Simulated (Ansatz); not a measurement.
# ZnO (zincite) (P6_3mc) in Ansatz: notebook

The runs below take ZnO (zincite) through single point, equation of state, band structure, with exchange-only PBE, PBE.

Program: Ansatz 0.2.0. These are calculated values, not measurements. Logs are shortened: lines on timing, memory, paths and dates and some standing lists are left out, and cuts for length are marked.

**Measured values to compare with.**

From “Electronic structure of alkaline earth and post-transition metal oxides”, 2009, arxiv:0908.1581, for a bulk crystal of ZnO: band gap 3.37 eV.

How close the calculation comes is told below.

## 1. Starting point

The structure is hexagonal, space group P6_3mc (No. 186). The conventional cell has a = 3.249 Å, b = 3.249 Å, c = 5.206 Å, α = 90.00°, β = 90.00°, γ = 120.00°. Zn (site symmetry 3m) has 4 O at 1.97 to 1.98 Å as nearest neighbours. O (site symmetry 3m) has 4 Zn at 1.97 to 1.98 Å as nearest neighbours.

## 2. Single point, exchange-only PBE, 11.19 Å³/atom (volume scaled by 0.94)

input.yaml

```yaml
crystal:
  lattice:
    - [3.1829769797, 0.0, 0.0]
    - [-1.5914884899, 2.7565389241, 0.0]
    - [0.0, 0.0, 5.0994402224]
  atoms:
    - { symbol: Zn, position: [0.6666666667, 0.3333333333, 0.0] }
    - { symbol: Zn, position: [0.3333333333, 0.6666666667, 0.5] }
    - { symbol: O, position: [0.3333333333, 0.6666666667, 0.87901] }
    - { symbol: O, position: [0.6666666667, 0.3333333333, 0.37901] }
hamiltonian:
  xc: { exchange: pbe, correlation: none }
  pseudopotentials: { kind: paw }
kpoints:
  mp_grid: { grid: [9, 9, 5] }
scf:
  occupations: { method: fermi_dirac, width: 0.05 }
output:
  forces: true
  stress: true
  eigenvalues: true
  write_density: true
  write_potential: true
  elf: true
  volumetric_format: npy
```

Potentials or basis: Ansatz PAW.

Started as:

```sh
$ ansatz run input.yaml --threads 2 --pin off --max-ram 5120MiB --backend cpu --events-out ev --progress --plain --runs-dir out
```

The program printed:

```text
Warning: RAYON_NUM_THREADS=2 ignored (pool sized by the plan → 2); use --threads N
Engine: ansatz 0.2.0, aarch64-unknown-linux-gnu
Pseudopotentials: kind: paw
Pseudopotential: Zn, paw, valence charge 12, recommended cutoff 420 eV (normal), Zn.paw.azcp
Pseudopotential: O, paw, valence charge 6, recommended cutoff 420 eV (normal), O.paw.azcp
Functional definition: unnamed
  exchange = pbe_x
  correlation = 0
Crystal: 4 atoms, lattice volume = 44.742 Å³
Basis set: ecut = 420 eV, 857 PW (Γ), exchange–correlation on 48×48×72 points (8 copies of the dense FFT grid, shifted against one another)
Bands: 22, of which v1, the nominal top of the filled ones, is band 18 counted from 1 (17 counted from 0)
Symmetry: 12 space group operations
Space group: P63mc (ITA 186), of the structure as read, at distance tolerance 3.6e-5 Å
k-points: 36 of 405 (time reversal used)
Non-local potential: Zn, projectors of the file, l = 0: 2, l = 1: 2, l = 2: 3, l = 3: 1
Non-local potential: O, projectors of the file, l = 0: 2, l = 1: 2, l = 2: 1
PAW form: soft (Blöchl's): semilocal exchange-correlation on the pseudo side does not see the compensation charge
PAW frozen core: Zn, regenerated for the run's functional, and the local potential with it (the file was generated under x = pbe(κ = 0.804, μ = 0.2195149727645171), c = pbe(β = 0.06672455060314922))
PAW frozen core: O, regenerated for the run's functional, and the local potential with it (the file was generated under x = pbe(κ = 0.804, μ = 0.2195149727645171), c = pbe(β = 0.06672455060314922))
PAW one-centre angular grid: Zn, 590 points (default); XC on 64 Gauss nodes
PAW one-centre angular grid: O, 110 points (default); XC on 64 Gauss nodes
Initial density: superposition of atomic densities (neutral atoms: chi_scale 0, normalization atom), corrected by the library's trained network
Initial wavefunctions: pseudopotential atomic-orbital guess
Functional: x = pbe(κ = 0.804, μ = 0.2195149727645171), c = none
SCF iter   1: F=—  HF=-7679.304101 eV  |F-HF|=—  |Δ(HF+E_count)|=         —  Δρ=1.46e-2  dr2=6.82e-2  ethr=1.77e-3  ⟨swp⟩=6.1  Hψ=3749  notcnv=0
preconditioner: auto → Resta (q_TF=auto, 2.631 Å⁻¹)  ε∞=7.5  [insulator: Δε(μ)=1.040 eV  Ē_g=13.114 eV  σ=0.050 eV  W_gap=1.00  n_scr=22 (ndim 8)  ℏωp=33.3 eV  f_vac=0.028  D(μ)=0.00/eV (n_scr^D=0)  ε∞_Penn≈7.5]
SCF iter   2: F=—  HF=-7679.282299 eV  |F-HF|=—  |Δ(HF+E_count)|=   2.18e-2  Δρ=3.67e-3  dr2=3.69e-3  ethr=1.89e-4  ⟨swp⟩=2.0  Hψ=1760  notcnv=0
SCF iter   3: F=—  HF=-7679.280509 eV  |F-HF|=—  |Δ(HF+E_count)|=   1.79e-3  Δρ=9.94e-4  dr2=3.59e-4  ethr=1.02e-5  ⟨swp⟩=2.0  Hψ=1495  notcnv=0
SCF iter   4: F=—  HF=-7679.280823 eV  |F-HF|=—  |Δ(HF+E_count)|=   3.14e-4  Δρ=5.91e-4  dr2=1.60e-4  ethr=9.98e-7  ⟨swp⟩=2.1  Hψ=1361  notcnv=0
SCF iter   5: F=—  HF=-7679.280978 eV  |F-HF|=—  |Δ(HF+E_count)|=   1.55e-4  Δρ=8.94e-5  dr2=3.04e-6  ethr=4.45e-7  ⟨swp⟩=2.0  Hψ=1376  notcnv=0
SCF iter   6: F=—  HF=-7679.281067 eV  |F-HF|=—  |Δ(HF+E_count)|=   8.84e-5  Δρ=4.71e-5  dr2=5.37e-7  ethr=8.45e-9  ⟨swp⟩=2.0  Hψ=1397  notcnv=0
SCF iter   7: F=-7679.281067 eV  HF=-7679.281067 eV  |F-HF|=3.16e-8  |Δ(HF+E_count)|=   5.00e-7  Δρ=6.36e-6  dr2=1.95e-8  ethr=2.78e-10  ⟨swp⟩=9.0  Hψ=5974  notcnv=0
SCF 1 converged in 7 iterations: F = -7679.281067 eV  dr2 = 1.95e-8
SCF converged after 7 iterations
Free energy (F): -7679.281067 eV
Harris-Foulkes:  -7679.281067 eV  (|F-HF|=3.16e-8)
Internal energy: -7679.281067 eV  (E = F + TS)
E sigma→0 (E₀):  -7679.281067 eV
Entropy (-TS):   -0.000000 eV (-0.000 meV/atom)
Fermi energy:    10.295745 eV
--- Per-component energies (eV) ---
  E_band       = 148.960474
  E_kinetic    = 617.297635
  E_local      = -3900.399819  (includes V_loc(G=0)·N_el)
  E_nonlocal   = 1326.576718
  E_hartree    = 1610.701773
  E_xc         = -389.752499
  E_vxc        = -266.175401  (∫ρ·V_xc dr)
  E_paw        = -3919.419585  (= ΣΔE_a)
  E_vpaw       = -849.743582  (= ΣTr[D̂ρ^β])
  E_aug_tail   = 0.004335  (compensation charges beyond the density's cutoff)
  E_ewald      = -3024.333153
  E_core_change = 0.043528  (= ΣΔE_core)
  E_smearing   = -0.000000  (= −TS)
  E_closure    = 0.000000  (closes the sum)
  Σ components = -7679.281067   (vs F -7679.281067, Δ=0.00e0)
--- Forces (eV/Å), atoms counted from 1 ---
  atom   1  Zn     0.00000000     0.00000000    -0.10231365
  atom   2  Zn    -0.00000000    -0.00000000    -0.10231365
  atom   3  O      0.00000000     0.00000000     0.10231899
  atom   4  O     -0.00000000    -0.00000000     0.10231899
  max |Σ_I F_I| component: 1.07e-5 eV/Å
--- Stress (GPa, compression-positive) ---
       32.198033       0.000000       0.000000
        0.000000      32.198033       0.000000
        0.000000       0.000000      34.733515
  P = ⅓ Tr σ = 33.0432 GPa (330.432 kbar)
--- Band table (eV; the first three rows and the last of 36) ---
  k-point 0: bands = ["-8.7982", "-7.9696", "3.6869", "3.7315", "3.7315", "3.7806", "3.9543", "3.9543", "5.0884", "5.0884", "5.3330", "5.3330", "5.6289", "8.8557", "8.8557", "9.6472", "9.7407", "9.7407", "10.7772", "15.2518", "18.3753", "22.9366"]
  k-point 1: bands = ["-8.7235", "-8.0534", "3.5553", "3.6951", "3.7426", "3.7426", "3.9218", "3.9218", "5.1203", "5.1203", "5.3197", "5.3197", "6.0633", "8.9409", "8.9409", "8.9770", "9.6576", "9.6576", "11.5790", "14.9150", "18.6676", "22.9464"]
  k-point 2: bands = ["-8.5236", "-8.2677", "3.4458", "3.5256", "3.7819", "3.7819", "3.8495", "3.8495", "5.1962", "5.1962", "5.2731", "5.2731", "6.9860", "8.0011", "9.1648", "9.1648", "9.4388", "9.4388", "12.8310", "14.0284", "19.5512", "21.0474"]
  k-point 35: bands = ["-7.8237", "-7.8237", "3.6760", "3.6760", "3.8346", "4.0405", "4.5634", "4.5634", "5.0728", "5.1171", "5.6460", "5.6460", "5.9450", "5.9450", "6.5911", "7.2048", "8.3242", "8.3242", "17.9659", "18.0830", "18.0830", "18.1319"]
```

Wall time 2.8 s (2 threads of Arm Neoverse V1, shared host); peak memory 0.34 GiB.

What came out:

| Quantity | Value |
| --- | --- |
| Free energy | -7679.2811 eV |
| Pressure | 33.0 GPa |
| Largest force | 0.102 eV/Å |
| Band gap on the k mesh | 1.04 eV, direct |

Caveat: odd divisions of the mesh miss points on the zone boundary, where band edges often lie, so the gap on the mesh can be too wide; the pressure holds a Pulay correction of +0.9 GPa for the finite cutoff; the PAW data sets come from PBE, with cores solved anew for the run's functional, which leaves a small shift of forces and pressure.

## 3. Single point, exchange-only PBE, 11.42 Å³/atom (volume scaled by 0.96)

input.yaml, as its differences from that of step 2:

```diff
@@ -2,5 +2,5 @@
   lattice:
-    - [3.1829769797, 0.0, 0.0]
-    - [-1.5914884899, 2.7565389241, 0.0]
-    - [0.0, 0.0, 5.0994402224]
+    - [3.2053930491, 0.0, 0.0]
+    - [-1.6026965246, 2.7759518096, 0.0]
+    - [0.0, 0.0, 5.1353529565]
   atoms:
@@ -21,5 +21 @@
   eigenvalues: true
-  write_density: true
-  write_potential: true
-  elf: true
-  volumetric_format: npy
```

Potentials or basis: Ansatz PAW.

Started as:

```sh
$ ansatz run input.yaml --threads 2 --pin off --max-ram 5120MiB --backend cpu --events-out ev --progress --plain --runs-dir out
```

Wall time 2.1 s (2 threads of Arm Neoverse V1, shared host); peak memory 0.33 GiB.

The run converged. Its results:

* Free energy: -7679.4636 eV
* Pressure: 28.5 GPa
* Largest force: 0.094 eV/Å
* Band gap on the k mesh: 1.00 eV, direct

Caveat: odd divisions of the mesh miss points on the zone boundary, where band edges often lie, so the gap on the mesh can be too wide; the pressure holds a Pulay correction of +0.9 GPa for the finite cutoff; the PAW data sets come from PBE, with cores solved anew for the run's functional, which leaves a small shift of forces and pressure.

## 4. Single point, exchange-only PBE, 11.66 Å³/atom (volume scaled by 0.98)

input.yaml, as its differences from that of step 3:

```diff
@@ -2,5 +2,5 @@
   lattice:
-    - [3.2053930491, 0.0, 0.0]
-    - [-1.6026965246, 2.7759518096, 0.0]
-    - [0.0, 0.0, 5.1353529565]
+    - [3.2274999067, 0.0, 0.0]
+    - [-1.6137499533, 2.7950969099, 0.0]
+    - [0.0, 0.0, 5.170770303]
   atoms:
```

Started as:

```sh
$ ansatz run input.yaml --threads 2 --pin off --max-ram 5120MiB --backend cpu --events-out ev --progress --plain --runs-dir out
```

Wall time 2.1 s (2 threads of Arm Neoverse V1, shared host); peak memory 0.33 GiB.

Results (log left out):

* Free energy: -7679.6204 eV
* Pressure: 24.4 GPa
* Largest force: 0.086 eV/Å
* Band gap on the k mesh: 0.96 eV, direct

Caveat: odd divisions of the mesh miss points on the zone boundary, where band edges often lie, so the gap on the mesh can be too wide; the pressure holds a Pulay correction of +0.8 GPa for the finite cutoff; the PAW data sets come from PBE, with cores solved anew for the run's functional, which leaves a small shift of forces and pressure.

## 5. Single point, exchange-only PBE, 11.90 Å³/atom

input.yaml, as its differences from that of step 4:

```diff
@@ -2,5 +2,5 @@
   lattice:
-    - [3.2274999067, 0.0, 0.0]
-    - [-1.6137499533, 2.7950969099, 0.0]
-    - [0.0, 0.0, 5.170770303]
+    - [3.249308, 0.0, 0.0]
+    - [-1.624654, 2.8139832727, 0.0]
+    - [0.0, 0.0, 5.205709]
   atoms:
```

Started as:

```sh
$ ansatz run input.yaml --threads 2 --pin off --max-ram 5120MiB --backend cpu --events-out ev --progress --plain --runs-dir out
```

Wall time 2.2 s (2 threads of Arm Neoverse V1, shared host); peak memory 0.33 GiB.

Results (log left out):

```
Free energy            : -7679.7539 eV
Pressure               : 20.6 GPa
Largest force          : 0.078 eV/Å
Band gap on the k mesh : 0.93 eV, direct
```

Caveat: odd divisions of the mesh miss points on the zone boundary, where band edges often lie, so the gap on the mesh can be too wide; the pressure holds a Pulay correction of +0.8 GPa for the finite cutoff; the PAW data sets come from PBE, with cores solved anew for the run's functional, which leaves a small shift of forces and pressure.

## 6. Single point, exchange-only PBE, 12.14 Å³/atom (volume scaled by 1.02)

input.yaml, as its differences from that of step 5:

```diff
@@ -2,5 +2,5 @@
   lattice:
-    - [3.249308, 0.0, 0.0]
-    - [-1.624654, 2.8139832727, 0.0]
-    - [0.0, 0.0, 5.205709]
+    - [3.2708272232, 0.0, 0.0]
+    - [-1.6354136116, 2.8326194666, 0.0]
+    - [0.0, 0.0, 5.2401848988]
   atoms:
```

Potentials or basis: Ansatz PAW.

Started as:

```sh
$ ansatz run input.yaml --threads 2 --pin off --max-ram 5120MiB --backend cpu --events-out ev --progress --plain --runs-dir out
```

Run time: 2.2 s. Hardware: 2 threads of Arm Neoverse V1, shared host; peak memory 0.34 GiB.

The run converged. Its results:

- Free energy: -7679.8661 eV
- Pressure: 17.2 GPa
- Largest force: 0.071 eV/Å
- Band gap on the k mesh: 0.89 eV, direct

Caveat: odd divisions of the mesh miss points on the zone boundary, where band edges often lie, so the gap on the mesh can be too wide; the pressure holds a Pulay correction of +0.8 GPa for the finite cutoff; the PAW data sets come from PBE, with cores solved anew for the run's functional, which leaves a small shift of forces and pressure.

## 7. Single point, exchange-only PBE, 12.38 Å³/atom (volume scaled by 1.04)

input.yaml, as its differences from that of step 6:

```diff
@@ -2,5 +2,5 @@
   lattice:
-    - [3.2708272232, 0.0, 0.0]
-    - [-1.6354136116, 2.8326194666, 0.0]
-    - [0.0, 0.0, 5.2401848988]
+    - [3.2920669561, 0.0, 0.0]
+    - [-1.6460334781, 2.8510136149, 0.0]
+    - [0.0, 0.0, 5.2742130269]
   atoms:
```

Started as:

```sh
$ ansatz run input.yaml --threads 2 --pin off --max-ram 5120MiB --backend cpu --events-out ev --progress --plain --runs-dir out
```

Wall time 2.2 s (2 threads of Arm Neoverse V1, shared host); peak memory 0.34 GiB.

Results (log left out):

- Free energy: -7679.9591 eV
- Pressure: 14.1 GPa
- Largest force: 0.064 eV/Å
- Band gap on the k mesh: 0.86 eV, direct

Caveat: odd divisions of the mesh miss points on the zone boundary, where band edges often lie, so the gap on the mesh can be too wide; the pressure holds a Pulay correction of +0.8 GPa for the finite cutoff; the PAW data sets come from PBE, with cores solved anew for the run's functional, which leaves a small shift of forces and pressure.

## 8. Single point, exchange-only PBE, 12.61 Å³/atom (volume scaled by 1.06)

input.yaml, as its differences from that of step 7:

```diff
@@ -2,5 +2,5 @@
   lattice:
-    - [3.2920669561, 0.0, 0.0]
-    - [-1.6460334781, 2.8510136149, 0.0]
-    - [0.0, 0.0, 5.2742130269]
+    - [3.3130361008, 0.0, 0.0]
+    - [-1.6565180504, 2.8691734269, 0.0]
+    - [0.0, 0.0, 5.3078076462]
   atoms:
```

Started as:

```sh
$ ansatz run input.yaml --threads 2 --pin off --max-ram 5120MiB --backend cpu --events-out ev --progress --plain --runs-dir out
```

It took 2.2 s on 2 threads of Arm Neoverse V1, shared host; peak memory 0.34 GiB.

It converged, with:

- Free energy: -7680.0348 eV
- Pressure: 11.3 GPa
- Largest force: 0.058 eV/Å
- Band gap on the k mesh: 0.82 eV, direct

Caveat: odd divisions of the mesh miss points on the zone boundary, where band edges often lie, so the gap on the mesh can be too wide; the pressure holds a Pulay correction of +0.8 GPa for the finite cutoff; the PAW data sets come from PBE, with cores solved anew for the run's functional, which leaves a small shift of forces and pressure.

## 9. Equation of state, exchange-only PBE

Potentials or basis: Ansatz PAW.

This step only gathers the single runs of the series.

What came out:

| Quantity | Value |
| --- | --- |
| Equilibrium volume | outside the volumes run |

Energy against volume, from the lowest point:
```
volume (Å³/atom)  energy (meV/atom)
          11.186             188.42
          11.424             142.78
          11.662             103.59
          11.900              70.22
          12.138              42.17
          12.376              18.92
          12.614               0.00
```

Caveat: the potentials were made for another functional, which shifts forces and pressure.

(Continued in part 2 of 2.)
